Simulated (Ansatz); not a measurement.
A plane-wave DFT run in Ansatz 0.2.0 (scalar-relativistic PAW potentials unless the input names others): input and command.

```yaml
crystal:
  lattice:
    - [3.8854354518, 0.0, 0.0]
    - [0.0, 4.0017892621, 0.0]
    - [0.0, 0.0, 8.2940103407]
  atoms:
    - { symbol: Ti, position: [0.0, 0.5, 0.2646132917] }
    - { symbol: Ti, position: [0.0, 0.5, 0.7353867083] }
    - { symbol: Ti, position: [0.5, 0.5, 0.0] }
    - { symbol: Al, position: [0.0, 0.0, 0.0] }
    - { symbol: Al, position: [0.0, 0.0, 0.5] }
    - { symbol: Al, position: [0.5, 0.5, 0.5] }
    - { symbol: Al, position: [0.5, 0.0, 0.2417027397] }
    - { symbol: Al, position: [0.5, 0.0, 0.7582972603] }
basis:
  ecutwfc: 420
kpoints:
  mp_grid: { grid: [10, 10, 6] }
hamiltonian:
  xc: pbesol
scf:
  occupations: { method: gaussian, width: 2.0 }
  max_iter: 75
output:
  forces: true
  eigenvalues: true
  stress: true
```

```bash
ansatz run input.yaml --threads 2 --pin off --max-ram 5120MiB --backend cpu --events-out ev --progress --plain --runs-dir out
```

Abridged log:
```
Basis set: ecut = 420 eV, 2551 PW (Γ), exchange–correlation on 54×54×120 points (8 copies of the dense FFT grid, shifted against one another)
Bands: 43, of which v1, the nominal top of the filled ones, is band 26 counted from 1 (25 counted from 0)
Symmetry: 8 space group operations
k-points: 144 of 600
SCF iter   1: F=—  HF=-10053.314090 eV  |F-HF|=—  |Δ(HF+E_count)|=         —  Δρ=2.03e-2  dr2=7.02e-1  ethr=1.77e-3  ⟨swp⟩=6.5  Hψ=27801  notcnv=0
SCF iter   2: F=—  HF=-10053.228374 eV  |F-HF|=—  |Δ(HF+E_count)|=   8.57e-2  Δρ=1.01e-2  dr2=1.80e-1  ethr=1.38e-3  ⟨swp⟩=1.0  Hψ=7344  notcnv=0
SCF iter   3: F=—  HF=-10053.197169 eV  |F-HF|=—  |Δ(HF+E_count)|=   3.12e-2  Δρ=1.49e-3  dr2=4.43e-3  ethr=3.54e-4  ⟨swp⟩=2.0  Hψ=6969  notcnv=0
SCF iter   4: F=—  HF=-10053.196690 eV  |F-HF|=—  |Δ(HF+E_count)|=   4.79e-4  Δρ=2.86e-4  dr2=8.53e-5  ethr=8.68e-6  ⟨swp⟩=2.2  Hψ=8807  notcnv=0
SCF iter   5: F=—  HF=-10053.196551 eV  |F-HF|=—  |Δ(HF+E_count)|=   1.39e-4  Δρ=4.25e-5  dr2=2.46e-6  ethr=1.67e-7  ⟨swp⟩=2.4  Hψ=10269  notcnv=0
SCF iter   6: F=—  HF=-10053.196550 eV  |F-HF|=—  |Δ(HF+E_count)|=   8.43e-7  Δρ=1.05e-5  dr2=1.27e-7  ethr=4.83e-9  ⟨swp⟩=2.5  Hψ=10979  notcnv=0
SCF iter   7: F=-10053.196550 eV  HF=-10053.196550 eV  |F-HF|=2.71e-9  |Δ(HF+E_count)|=   4.98e-8  Δρ=2.23e-6  dr2=5.53e-9  ethr=1.96e-10  ⟨swp⟩=6.0  Hψ=20866  notcnv=0
SCF 1 converged in 7 iterations: F = -10053.196550 eV  dr2 = 5.53e-9
SCF converged after 7 iterations
Free energy (F): -10053.196550 eV
Harris-Foulkes:  -10053.196550 eV  (|F-HF|=2.71e-9)
Internal energy: -10041.953706 eV  (E = F + TS)
E sigma→0 (E₀):  -10047.575128 eV
Entropy (-TS):   -11.242844 eV (-1405.356 meV/atom)
Fermi energy:    10.351297 eV
--- Forces (eV/Å), atoms counted from 1 ---
  atom   1  Ti     0.00000000     0.00000000    -0.03462731
  atom   2  Ti     0.00000000     0.00000000     0.03462731
  atom   3  Ti     0.00000000     0.00000000     0.00000000
  atom   4  Al     0.00000000     0.00000000     0.00000000
  atom   5  Al     0.00000000     0.00000000     0.00000000
  atom   6  Al     0.00000000     0.00000000     0.00000000
  atom   7  Al     0.00000000     0.00000000     0.23184898
  atom   8  Al     0.00000000     0.00000000    -0.23184898
--- Stress (GPa, compression-positive) ---
        5.160105       0.000000       0.000000
        0.000000       3.604938       0.000000
        0.000000       0.000000       2.094880
  P = ⅓ Tr σ = 3.6200 GPa (36.200 kbar)
```

Q: What is wrong with this input?

A: The fault is a smearing of electronvolts (scf.occupations: {"method": "gaussian", "width": 0.15} → {"method": "gaussian", "width": 2.0}, the first being the value of the sound run). Setting it back cures it. The run converged all the same, with an energy at zero smearing 15.03 meV/atom above the reference's, pressure 3.62 GPa, largest force 0.232 eV/Å, no gap on the mesh, so convergence alone doesn't show that an input is right. A reference run from the same start on usual settings converged with pressure -3.25 GPa, largest force 0.074 eV/Å, no gap on the mesh.

It took 20 s on 2 threads of Arm Neoverse V2, on a shared host, peak memory 0.78 GiB.